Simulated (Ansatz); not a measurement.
An input for Ansatz 0.2.0 (Ca on the K site (charge +1) in KF (32-atom cell)):

```yaml
crystal:
  lattice:
    - [-5.3437, 5.3437, 5.3437]
    - [5.3437, -5.3437, 5.3437]
    - [5.3437, 5.3437, -5.3437]
  atoms:
    - { symbol: Ca, position: [0.0, 0.0, 0.0] }
    - { symbol: K, position: [0.2495817805, 0.2495817805, 0.499163561] }
    - { symbol: K, position: [0.5, 0.5, 0.0] }
    - { symbol: K, position: [0.7504182195, 0.7504182195, 0.500836439] }
    - { symbol: K, position: [0.2495817805, 0.499163561, 0.2495817805] }
    - { symbol: K, position: [0.500836439, 0.7504182195, 0.7504182195] }
    - { symbol: K, position: [0.7504182195, 0.0, 0.2495817805] }
    - { symbol: K, position: [0.0, 0.2495817805, 0.7504182195] }
    - { symbol: K, position: [0.5, 0.0, 0.5] }
    - { symbol: K, position: [0.7504182195, 0.2495817805, 0.0] }
    - { symbol: K, position: [0.0, 0.5, 0.5] }
    - { symbol: K, position: [0.2495817805, 0.7504182195, 0.0] }
    - { symbol: K, position: [0.7504182195, 0.500836439, 0.7504182195] }
    - { symbol: K, position: [0.0, 0.7504182195, 0.2495817805] }
    - { symbol: K, position: [0.2495817805, 0.0, 0.7504182195] }
    - { symbol: K, position: [0.499163561, 0.2495817805, 0.2495817805] }
    - { symbol: F, position: [0.5, 0.5, 0.5] }
    - { symbol: F, position: [0.7858708408, 0.7858708408, 0.0] }
    - { symbol: F, position: [0.0, 0.0, 0.5] }
    - { symbol: F, position: [0.2141291592, 0.2141291592, 0.0] }
    - { symbol: F, position: [0.7858708408, 0.0, 0.7858708408] }
    - { symbol: F, position: [0.0, 0.2141291592, 0.2141291592] }
    - { symbol: F, position: [0.25, 0.5, 0.75] }
    - { symbol: F, position: [0.5, 0.75, 0.25] }
    - { symbol: F, position: [0.0, 0.5, 0.0] }
    - { symbol: F, position: [0.25, 0.75, 0.5] }
    - { symbol: F, position: [0.5, 0.0, 0.0] }
    - { symbol: F, position: [0.75, 0.25, 0.5] }
    - { symbol: F, position: [0.2141291592, 0.0, 0.2141291592] }
    - { symbol: F, position: [0.5, 0.25, 0.75] }
    - { symbol: F, position: [0.75, 0.5, 0.25] }
    - { symbol: F, position: [0.0, 0.7858708408, 0.7858708408] }
total_charge: 1
kpoints:
  mp_grid: { grid: [2, 2, 2] }
hamiltonian:
  xc: lda
  pseudopotentials: { kind: paw, azcp: { folder: soft_1 }, xc_functional: pbe }
scf:
  occupations: { method: fixed }
gw:
  n_empty_bands: 726
  ecut_chi: 90.0
  qp_bands: [v5, c5]
  screening: { model: contour_deformation }
```

```sh
ansatz run input.yaml --threads 4 --pin off --max-ram 17510MiB --backend cpu --events-out ev --progress --plain --runs-dir out
```

Question: Estimate wall time and host memory on 4 threads of Arm Neoverse V2, shared host.

It took 5.8 min; on shared hardware allow 2.9 min to 12 min. Peak host memory was 6.1 GiB. The sizes that set the cost: 11993 plane waves a state, 3 irreducible k points, 854 bands summed, 1205 plane waves in the screening and 12 SCF cycles.

The screening grows as filled bands × empty bands × pairs of k points, times the square of the screening basis for the matrix.

[Paths, hosts, dates, memory and timing lines, banners, echoed tables and standing remarks are left out of the program output.]

[Logs are printed without paths, hosts, clocks, repeated set-up lines and the standing remarks that a program may print on its own settings, such as how far it seeks lower states.]

[Runs of the session that timed out or met a known fault of the program may be left out.]

[Cells called generated may have been cut or substituted from an entry of the Crystallography Open Database or the Materials Project.]

[Hosts, paths, dates, database ids (printed as entryN), source tags and the programs' standing remarks are cut or masked in the printed files.]
